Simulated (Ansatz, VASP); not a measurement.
# B (alpha-rhombohedral (B12)): VASP beside Ansatz, part 2 of 2

Wanted: the spread between two codes on one cell, functional and k mesh. The cell is taken from a series of runs on this material, whose earlier steps may have relaxed, scaled, displaced or heated it; both programs get it as it stands.

VASP 6.6.1 and Ansatz 0.2.0.

So far: The structure; VASP: relaxation of cell and atoms, PBE.

### Step 3. Ansatz: relaxation of cell and atoms, PBE

Level of this step: Ansatz beside VASP: Kohn-Sham DFT, plane waves, PBE (Ansatz).

Ansatz runs on its default PAW (the set named soft_2) files.

The same cell, functional, mesh and smearing now go to Ansatz.

File input.yaml:

```yaml
crystal:
  lattice:
    - [2.454, 1.4168175606, 4.189]
    - [-2.454, 1.4168175606, 4.189]
    - [0.0, -2.8336351212, 4.189]
  atoms:
    - { symbol: B, position: [0.0104, 0.6573, 0.0104] }
    - { symbol: B, position: [0.0104, 0.0104, 0.6573] }
    - { symbol: B, position: [0.6573, 0.0104, 0.0104] }
    - { symbol: B, position: [0.9896, 0.3427, 0.9896] }
    - { symbol: B, position: [0.3427, 0.9896, 0.9896] }
    - { symbol: B, position: [0.9896, 0.9896, 0.3427] }
    - { symbol: B, position: [0.2206, 0.6323, 0.2206] }
    - { symbol: B, position: [0.2206, 0.2206, 0.6323] }
    - { symbol: B, position: [0.6323, 0.2206, 0.2206] }
    - { symbol: B, position: [0.7794, 0.3677, 0.7794] }
    - { symbol: B, position: [0.3677, 0.7794, 0.7794] }
    - { symbol: B, position: [0.7794, 0.7794, 0.3677] }
basis:
  ecutwfc: 420
  xc_grid: 2
hamiltonian:
  xc: pbe
kpoints:
  mp_grid: { grid: [7, 7, 7] }
scf:
  occupations: { method: fermi_dirac, width: 0.01 }
  max_iter: 150
output:
  forces: true
  stress: true
relax:
  f_tol: 0.01
  max_steps: 60
  cell: {}
checkpoint:
  write: "../pbe.run"
  compress: false
  write_wavefunctions: false
  write_every: 100000
```

On the command line:

```bash
$ ansatz run input.yaml --threads 1 --pin off --max-ram 2826MiB --backend cpu --events-out ev --progress --plain --runs-dir out
```

Numbers of over 12 decimals in the logs are rounded to 6 here.

The program printed:

```text
Engine: ansatz 0.2.0, x86_64-unknown-linux-gnu
Pseudopotentials: kind: paw
Pseudopotential: B, paw, valence charge 3, recommended cutoff 420 eV (normal), B.paw.azcp
Functional definition: PBE
  parameter kappa = 0.804
  parameter beta = 0.066725
  exchange = pbe_x(kappa = kappa, mu = beta*pi^2/3)
  correlation = pbe_c(beta = beta)
Crystal: 12 atoms, lattice volume = 87.388 Å³
Basis set: ecut = 420 eV, 1729 PW (Γ), exchange–correlation on 72×72×72 points (8 copies of the dense FFT grid, shifted against one another)
Bands: 30, of which v1, the nominal top of the filled ones, is band 18 counted from 1 (17 counted from 0)
Symmetry: 12 space group operations
Space group: R-3m (ITA 166), of the structure as read, at distance tolerance 4.4e-5 Å
k-points: 44 of 343
Non-local potential: B, projectors of the file, l = 0: 2, l = 1: 2, l = 2: 1
PAW form: soft (Blöchl's): semilocal exchange-correlation on the pseudo side does not see the compensation charge
PAW one-centre angular grid: B, 110 points (default); XC on 64 Gauss nodes
Initial density: superposition of atomic densities (neutral atoms: chi_scale 0, normalization atom), corrected by the library's trained network
Initial wavefunctions: pseudopotential atomic-orbital guess
Functional: x = pbe(κ = 0.804, μ = 0.219515), c = pbe(β = 0.066725)
SCF iter   1: F=—  HF=-1870.933743 eV  |F-HF|=—  |Δ(HF+E_count)|=         —  Δρ=6.79e-3  dr2=3.76e-2  ethr=1.77e-3  ⟨swp⟩=6.9  Hψ=6612  notcnv=0  defer=73
preconditioner: auto → none  [insulator: Δε(μ)=1.631 eV  Ē_g=12.398 eV  σ=0.010 eV  W_gap=1.00  n_scr=14 (ndim 8)  ℏωp=23.8 eV  f_vac=0.000  D(μ)=0.00/eV (n_scr^D=0)  ε∞_Penn≈4.7]
SCF iter   2: F=—  HF=-1870.924524 eV  |F-HF|=—  |Δ(HF+E_count)|=   9.22e-3  Δρ=3.02e-3  dr2=5.04e-3  ethr=1.05e-4  ⟨swp⟩=2.7  Hψ=2538  notcnv=0  defer=277
SCF iter   3: F=—  HF=-1870.924857 eV  |F-HF|=—  |Δ(HF+E_count)|=   3.33e-4  Δρ=8.59e-4  dr2=1.30e-3  ethr=1.40e-5  ⟨swp⟩=2.3  Hψ=2098  notcnv=0  defer=277
SCF iter   4: F=—  HF=-1870.924574 eV  |F-HF|=—  |Δ(HF+E_count)|=   2.83e-4  Δρ=3.42e-4  dr2=5.08e-5  ethr=3.62e-6  ⟨swp⟩=2.0  Hψ=1876  notcnv=0  defer=277
SCF iter   5: F=—  HF=-1870.924598 eV  |F-HF|=—  |Δ(HF+E_count)|=   2.39e-5  Δρ=7.11e-5  dr2=1.71e-6  ethr=1.41e-7  ⟨swp⟩=2.3  Hψ=1765  notcnv=0  defer=277
SCF iter   6: F=-1870.924600 eV  HF=-1870.924600 eV  |F-HF|=2.90e-8  |Δ(HF+E_count)|=   1.99e-6  Δρ=8.23e-6  dr2=3.22e-8  ethr=2.78e-10  ⟨swp⟩=3.7  Hψ=5064  notcnv=0
SCF 1 converged in 6 iterations: F = -1870.924600 eV  dr2 = 3.22e-8
  greatest PAW one-centre occupation: 0.547 electrons in one spin orbital (limit 2), on the B atom at site 5 (counted from 0), in its partial waves of l = 0
relax step   1: F+E_penalty+E_count = -1870.92460007 eV  Δ(F+E_penalty+E_count) = +0.000e0 eV  max|allowed force component| = 6.794e-1 eV/Å  Δτ_max = 0.0000 Å  P = -0.339 GPa  Ω = 87.388 Å³  (6 SCF iters, dr2 threshold 1.00e-7 eV, accepted)
[...]
relax step   2: F+E_penalty+E_count = -1870.96471813 eV  Δ(F+E_penalty+E_count) = -4.012e-2 eV  max|allowed force component| = 2.794e-1 eV/Å  Δτ_max = 0.0104 Å  P = +0.493 GPa  Ω = 86.885 Å³  energy of the carried Pulay correction = +1.174e-3 eV  (5 SCF iters, dr2 threshold 1.20e-6 eV, accepted)
[...]
relax step   3: F+E_penalty+E_count = -1870.97349207 eV  Δ(F+E_penalty+E_count) = -8.774e-3 eV  max|allowed force component| = 1.697e-2 eV/Å  Δτ_max = 0.0070 Å  P = +0.239 GPa  Ω = 86.842 Å³  energy of the carried Pulay correction = +1.274e-3 eV  (5 SCF iters, dr2 threshold 1.20e-6 eV, accepted)
[...]
relax step   4: F+E_penalty+E_count = -1870.97297345 eV  Δ(F+E_penalty+E_count) = +5.186e-4 eV  max|allowed force component| = 3.282e-2 eV/Å  Δτ_max = 0.0035 Å  P = -0.218 GPa  Ω = 86.982 Å³  energy of the carried Pulay correction = +9.466e-4 eV  (5 SCF iters, dr2 threshold 7.45e-7 eV, rejected (line search))
[...]
relax step   5: F+E_penalty+E_count = -1870.97357160 eV  Δ(F+E_penalty+E_count) = -7.953e-5 eV  max|allowed force component| = 1.246e-3 eV/Å  Δτ_max = 0.0013 Å  P = +0.012 GPa  Ω = 86.915 Å³  energy of the carried Pulay correction = +1.104e-3 eV  (7 SCF iters, accepted)
[...]
relax step   6: F+E_penalty+E_count = -1870.97238657 eV  Δ(F+E_penalty+E_count) = +1.185e-3 eV  max|allowed force component| = 1.337e-3 eV/Å  Δτ_max = 0.0000 Å  P = -0.011 GPa  Ω = 86.915 Å³  stress off target by 2.74e-2 GPa  SCF on the basis re-selected at this cell (its energy is not comparable with the rows above)  (4 SCF iters)
basis re-selected at this cell: Δ(F+E_penalty+E_count) = +1.185e-3 eV, ΔP = -0.023 GPa vs the last step (what re-selecting the basis moved, of the pressure what is left beyond the Pulay correction that the steps carried, after the strain that the cell walked since its last selection, with what the two solves' SCF thresholds leave and, on support functions, any second-order correction that the steps lacked; it is no m [...]
SCF converged after 4 iterations
Free energy (F): -1870.972387 eV
Harris-Foulkes:  -1870.972387 eV  (|F-HF|=1.14e-12)
Internal energy: -1870.972387 eV  (E = F + TS)
E sigma→0 (E₀):  -1870.972387 eV
Fermi energy:    9.787808 eV
--- Per-component energies (eV) ---
  E_band       = 93.233020
  E_kinetic    = 598.265670
  E_local      = -369.930071  (includes V_loc(G=0)·N_el)
  E_nonlocal   = 135.895506
  E_hartree    = 111.692651
  E_xc         = -389.069736
  E_vxc        = -462.207021  (∫ρ·V_xc dr)
  E_paw        = -943.368208  (= ΣΔE_a)
  E_vpaw       = -32.176368  (= ΣTr[D̂ρ^β])
  E_aug_tail   = -0.000033  (compensation charges beyond the density's cutoff)
  E_ewald      = -1014.458166
  E_smearing   = -0.000000  (= −TS)
  E_closure    = 0.000000  (closes the sum)
  Σ components = -1870.972387   (vs F -1870.972387, Δ=0.00e0)
--- Forces (eV/Å), atoms counted from 1 ---
  atom   1  B     -0.00101564     0.00058638    -0.00133718
  atom   2  B      0.00000000    -0.00117276    -0.00133718
  atom   3  B      0.00101564     0.00058638    -0.00133718
  atom   4  B      0.00101564    -0.00058638     0.00133718
  atom   5  B     -0.00101564    -0.00058638     0.00133718
  atom   6  B     -0.00000000     0.00117276     0.00133718
  atom   7  B     -0.00033490     0.00019335     0.00005205
  atom   8  B      0.00000000    -0.00038670     0.00005205
  atom   9  B      0.00033490     0.00019335     0.00005205
  atom  10  B      0.00033490    -0.00019335    -0.00005205
  atom  11  B     -0.00033490    -0.00019335    -0.00005205
  atom  12  B     -0.00000000     0.00038670    -0.00005205
  max |Σ_I F_I| component: 1.41e-17 eV/Å
--- Stress (GPa, compression-positive) ---
       -0.027399      -0.000000      -0.000000
       -0.000000      -0.027399      -0.000000
       -0.000000      -0.000000       0.022912
  P = ⅓ Tr σ = -0.0106 GPa (-0.106 kbar)
--- Relaxed structure (5 steps of the walk, 4 accepted, 1 SCFs on fresh bases) ---
  F+E_penalty+E_count = -1870.97238657 eV   max|allowed force component| = 1.337e-3 eV/Å   (the final SCF, on the basis selected at the relaxed cell)
  cell:  # Å, volume = 86.9146 Å³
    - [2.449411, 1.414168, 4.181948]
    - [-2.449411, 1.414168, 4.181948]
    - [0, -2.828336, 4.181948]
  atoms:
    - { symbol: B, position: [0.010280, 0.654072, 0.010280] }
    - { symbol: B, position: [0.010280, 0.010280, 0.654072] }
    - { symbol: B, position: [0.654072, 0.010280, 0.010280] }
    - { symbol: B, position: [0.989720, 0.345928, 0.989720] }
    - { symbol: B, position: [0.345928, 0.989720, 0.989720] }
    - { symbol: B, position: [0.989720, 0.989720, 0.345928] }
    - { symbol: B, position: [0.221033, 0.630612, 0.221033] }
    - { symbol: B, position: [0.221033, 0.221033, 0.630612] }
    - { symbol: B, position: [0.630612, 0.221033, 0.221033] }
    - { symbol: B, position: [0.778967, 0.369388, 0.778967] }
    - { symbol: B, position: [0.369388, 0.778967, 0.778967] }
    - { symbol: B, position: [0.778967, 0.778967, 0.369388] }
```

In the SCF lines HF is the Harris–Foulkes energy and dr2 the Hartree energy of the density residual, in eV; the loop may stop once dr2 is under the threshold and the program's other checks hold. Hψ counts applications of the Hamiltonian.

### Step 4. Differences

Known differences besides the potentials themselves: the cutoff is 420 eV in Ansatz and 500 eV in VASP; Ansatz adds a Pulay correction to the stress that steers its cell, VASP none. Total energies have different zeros and are not compared.

The two programs side by side:

```tsv
quantity	Ansatz	VASP	difference
volume (Å³)	86.91	86.93	-0.02 %
edge a after relaxation, in the typed setting (Å)	5.049	5.049	+0.00 %
```

### Step 5. Summary of results

```json
{
 "difference in volume (relaxation of cell and atoms, PBE)": "-0.021 %"
}
```

**Reading.** The difference in volume is -0.021 % (relaxation of cell and atoms, PBE), within the 1.2 % picked in this series as the mark of a large difference, as far as the stopping tolerances let one tell. How closely two codes agree says nothing of how well the functional describes the real material.

[Lines on the potential files, build, host, timing and source positions are cut from VASP's logs without a mark.]

[Logs are printed without paths, hosts, clocks, repeated set-up lines and the standing remarks that a program may print on its own settings, such as how far it seeks lower states.]

[Hosts, paths, dates, database ids (printed as entryN), source tags and the programs' standing remarks are cut or masked in the printed files.]
